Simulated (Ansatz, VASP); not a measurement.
# Two plane-wave programs on CdTe

```xyz
4
Lattice="4.5885 0.0000 0.0000 0.0000 6.4891 0.0000 0.0000 0.0000 4.5885" Properties=species:S:1:pos:R:3 pbc="T T T"
Cd    0.0000    0.0000    0.0000
Cd    2.2943    3.2446    2.2943
Te    0.0000    1.6223    2.2943
Te    2.2943    4.8669    0.0000
```

The cell was built by a generator and isn't the measured one.

Alike in both runs: task relaxation of the atoms; functional PBEsol; k mesh 6 × 4 × 6; occupations gaussian, width 0.02 eV; no spin polarisation.

|  | VASP | Ansatz |
| --- | --- | --- |
| version | VASP 6.6.1 | Ansatz 0.2.0 |
| potentials or method | VASP PAW PBE potentials, release 64 (Cd, Te) | scalar-relativistic, plane waves, PAW |
| plane-wave cutoff (eV) | 520 | 420 |
| valence electrons in the cell | 36 | 72 |

```tsv
	VASP	Ansatz	Ansatz less VASP
gap on the k mesh at the Fermi level, each at its own relaxed structure (eV)	0.65	0.65	-0.002
```

The two sets of potentials don't hold the same shells in valence. Ansatz warned: «stress_scf_threshold_loose».

Caveats: the relaxation stopped at its first step, so nothing moved; spin-orbit coupling is left out, which moves the levels of the heavy elements. Expect the measured gap to be larger: semilocal functionals such as PBEsol lack the derivative discontinuity.
